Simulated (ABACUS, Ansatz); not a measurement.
**Cost and result for the equilibrium volume of KCl**

It takes space group Fm-3m (No. 225, cubic). The conventional cell has a = 6.293 Å, b = 6.293 Å, c = 6.293 Å, α = 90.00°, β = 90.00°, γ = 90.00°. K (site symmetry m-3m) has 6 Cl at 3.15 Å as nearest neighbours. Cl (site symmetry m-3m) has 6 K at 3.15 Å as nearest neighbours.

```tsv
rung	level	program and potentials	cutoff (eV)	k mesh	smearing	task	core time	chip	equilibrium volume (Å³/atom)	notes
GGA	PBEsol	Ansatz, Ansatz PAW	420	7 × 7 × 7	fermi-dirac 0.05	relaxation of cell and atoms	3.3 s	Intel Xeon	30.41	potentials made for PBE, which Ansatz adapts in part
GGA + dispersion	PBEsol+D4	Ansatz, Ansatz PAW	420	7 × 7 × 7	fermi-dirac 0.05	relaxation of cell and atoms	3.6 s	Intel Xeon	29.78	potentials made for PBE, which Ansatz adapts in part
GGA + dispersion	PBEsol+D3(BJ)	Ansatz, Ansatz PAW	420	7 × 7 × 7	fermi-dirac 0.05	relaxation of cell and atoms	4.1 s	Intel Xeon	28.79	potentials made for PBE, which Ansatz adapts in part
GGA + dispersion	PBEsol+D3(BJ)+ATM	Ansatz, Ansatz PAW	420	7 × 7 × 7	fermi-dirac 0.05	relaxation of cell and atoms	4.2 s	Intel Xeon	28.93	potentials made for PBE, which Ansatz adapts in part
GGA	PBEsol	Ansatz, all-electron LAPW, scalar-relativistic	-	7 × 7 × 7	fermi-dirac 0.05	equation of state	25 s	Intel Xeon Platinum 8259CL Skylake/Cascade Lake	30.42	-
hybrid	HSE06	Ansatz, Ansatz PAW	420	4 × 4 × 4	fermi-dirac 0.05	equation of state	50 s	AMD EPYC 7R13 Zen 3	31.93	coarse mesh; potentials made for PBE, which Ansatz adapts in part
hybrid	PBE0	Ansatz, Ansatz PAW	420	4 × 4 × 4	fermi-dirac 0.05	equation of state	89 s	AMD EPYC 7R13 Zen 3	31.88	coarse mesh; potentials made for PBE, which Ansatz adapts in part
GGA	PBE	ABACUS, PseudoDojo NC SR 0.4.1 PBE standard, plane waves	1007	7 × 7 × 7	fermi-dirac 0.05	equation of state	5.1 min	Intel Xeon Platinum 8259CL Skylake/Cascade Lake	32.47	-
```

Times are single runs on shared hosts and different chips, so they are rough; meshes, cutoffs and the tasks' sizes weigh on the time. All rows: no spin polarisation. Smearing widths are in eV. Meshes differ between rows, which moves values too. Meshes are those of the run's cell of 2 atoms unless a note names another. Relaxations start from the cell shown or near it and stop with a little pressure left. Misses use the values as printed. Runs on faulty files, with rough fits or with known faults for this quantity aren't shown. No row holds spin-orbit coupling.

Measured: 31.15 Å³/atom at 298.15 K (a printed reference work).

Problem. Which of the timed runs without a coarse mesh or an atomic basis is the cheapest that comes within 1.5 % of the measured equilibrium volume?

Solution. None of them does; the nearest misses by -2.3 %. The runs are for a static lattice, while measurements hold temperature and zero-point motion.
